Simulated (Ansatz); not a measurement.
**WC: a film clamped to a substrate**

All numbers below come from Ansatz, DFT PBEsol, scalar-relativistic, plane waves, PAW. Cutoff 420 eV, Γ-centred 24×24×22 k-points, Gaussian smearing of 0.15 eV. Spin–orbit coupling is left out, which matters for the heavy elements here. No spin polarisation. Energies are free energies at this smearing, counted from the undisturbed cell; pressure is positive in compression.

The starting cell (relaxed at this level):

```
CELL_PARAMETERS angstrom
2.89841 0.00000 0.00000
-1.44921 2.51010 0.00000
0.00000 0.00000 2.82761
ATOMIC_POSITIONS crystal
W 0.00000 0.00000 0.00000
C 0.66667 0.33333 0.50000
```

The cell (2 atoms, V0 = 20.57 Å³) is strained by p along both x and y and by q along z, fractional coordinates fixed. τp = (1/V0) ∂E/∂p = (σxx + σyy)(1 + p)(1 + q) and τq = (1/V0) ∂E/∂q = σzz(1 + p)², with tension positive.

```csv
p,q,ΔE (meV/atom),τp (GPa),τq (GPa)
0.000,0.000,0.00,-0.29,0.15
-0.040,0.000,112.82,-92.30,-17.00
0.040,0.000,89.76,66.50,13.20
0.000,-0.040,54.88,-16.85,-44.83
0.000,0.040,47.00,13.09,34.97
```

Question: Get the second derivatives of the energy density.

Answer: Central differences give A = ∂τp/∂p = 1985 GPa (C11 + C22 + 2 C12), C = ∂τq/∂q = 997 GPa (C33) and the cross term B = ∂τq/∂p = 378 GPa (C13 + C23); ∂τp/∂q = 374 GPa must equal B, and any difference shows higher-order terms. Steps this large leave an error of some per cent of A or C in all of these, which can swamp a small B. The ions are clamped.

Question: A film of this crystal grows with z along the normal on a substrate that imposes p. How does its thickness respond, and what does the misfit cost?

Answer: Count p and q from the stress-free cell. A free surface needs τq = 0, so q = −(B/C) p = -0.38 p. The energy density left is (A − B²/C) p²/2 = M p², with the biaxial modulus M = 921 GPa; a misfit of 1 % costs 5.91 meV/atom, against 6.37 meV/atom if the thickness were held.

At p = -0.080 the energies along q are 986.9 (q = -0.080), 667.8 (q = -0.040), 501.2 (q = 0.000), 453.2 (q = 0.040), 496.0 (q = 0.080) meV/atom.

Question: Does the linear rule hold at this misfit?

Answer: A parabola through the lowest point and its neighbours has its minimum at q = 0.041, 453.1 meV/atom. With the stress left in the starting cell, τp0 and τq0, linear elasticity gives q = −(τq0 + Bp)/C = 0.030 and E = V0(τp0 p + τq0 q + Ap²/2 + Bpq + Cq²/2)/N = 380.2 meV/atom. The energies differ by more than a tenth, so the quadratic law fails here: the gap holds the anharmonic part, with some error from the wide steps. Cubic terms also shift the vertex of so wide a parabola.

In a metal these slopes depend on the k mesh and the smearing.

Tungsten carbide resists a change of shape about as strongly as a change of volume: under in-plane misfit the thickness follows by only -0.38 p, far short of the -2 p that would conserve volume. Letting it relax therefore saves little, 5.91 against 6.37 meV/atom at small misfit. This fits a stiff network of directional W 5d–C 2p bonds, reinforced by metallic cohesion, in which stretching and bending are both costly. Holding the fractional coordinates fixed loses nothing here, because both atoms sit on sites fixed by symmetry and these strains keep the hexagonal symmetry.

Compression costs more than equal extension along both strain directions, as expected when short-range repulsion steepens while bonds weaken on stretching. The same asymmetry explains why the strongly compressed film lies above the harmonic energy, 453.1 against 380.2 meV/atom. Under large tensile misfit the quadratic law would probably err the other way and overestimate the cost. The energies describe a coherent film and don't show whether misfit dislocations would relieve the strain first.
